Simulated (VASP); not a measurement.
Here is a VASP 6.6.1 calculation.

File POSCAR:

```
CdTe
1.0
    0.0000000000      3.2050000000      3.2050000000
    3.2050000000      0.0000000000      3.2050000000
    3.2050000000      3.2050000000      0.0000000000
Te Cd
1 1
Direct
    0.7500000000      0.7500000000      0.7500000000
    0.0000000000      0.0000000000      0.0000000000
```

File INCAR.step1:

```
SYSTEM = CdTe
  ALGO = Normal
  EDIFF = 1E-8
  EDIFFG = -0.002
  ENCUT = 600
  GGA = PE
  IBRION = 2
  ISIF = 3
  ISMEAR = 0
  LASPH = .True.
  LCHARG = .False.
  LREAL = .False.
  LWAVE = .False.
  NELM = 80
  NSW = 40
  PREC = Accurate
  SIGMA = 0.02
```

The input INCAR.step2:

```
SYSTEM = CdTe
  ALGO = Normal
  EDIFF = 1E-8
  ENCUT = 600
  GGA = PE
  IBRION = 6
  ISIF = 3
  ISMEAR = 0
  LASPH = .True.
  LCHARG = .False.
  LREAL = .False.
  LWAVE = .False.
  NELM = 80
  NFREE = 2
  NSW = 1
  POTIM = 0.015
  PREC = Accurate
  SIGMA = 0.02
```

File KPOINTS:

```
k-points
0
Gamma
  5 5 5
  0 0 0
```

Potentials or basis: VASP PAW PBE potentials, release 64 (Te, Cd).

Launch:

```console
$ cat potpaw_PBE.64/Te/POTCAR potpaw_PBE.64/Cd/POTCAR > POTCAR
$ cp INCAR.step1 INCAR
$ mpirun -np 1 vasp_std > vasp.out
$ cp CONTCAR POSCAR
$ cp INCAR.step2 INCAR
$ mpirun -np 1 vasp_std > vasp.out
```

Problem. Predict the elastic constants C11, C12, C44.

Solution. 46, 30, 19 GPa.

Problem. Predict the Voigt bulk modulus.

Solution. 35 GPa.

Problem. Predict the relaxed cell.

Solution. a = 4.685 Å, b = 4.685 Å, c = 4.685 Å, α = 60.00°, β = 60.00°, γ = 60.00°.

Problem. Predict the space group after relaxing (to 0.05 Å).

Solution. F-43m (No. 216).

Problem. Predict the relaxed volume.

Solution. 36.37 Å³/atom.

The path:
```
step  energy change (eV)  largest force (eV/Å)  pressure (GPa)  volume (Å³)
   1              0.0000                0.0000            4.43        65.84
   2             -0.0799                0.0000           -0.95        74.89
   3             -0.0865                0.0000            0.02        72.70
   4             -0.0865                0.0000           -0.05        72.85
   5             -0.0865                0.0000            0.00        72.74
```

Spin-orbit coupling is left out, which matters for the levels of Te.
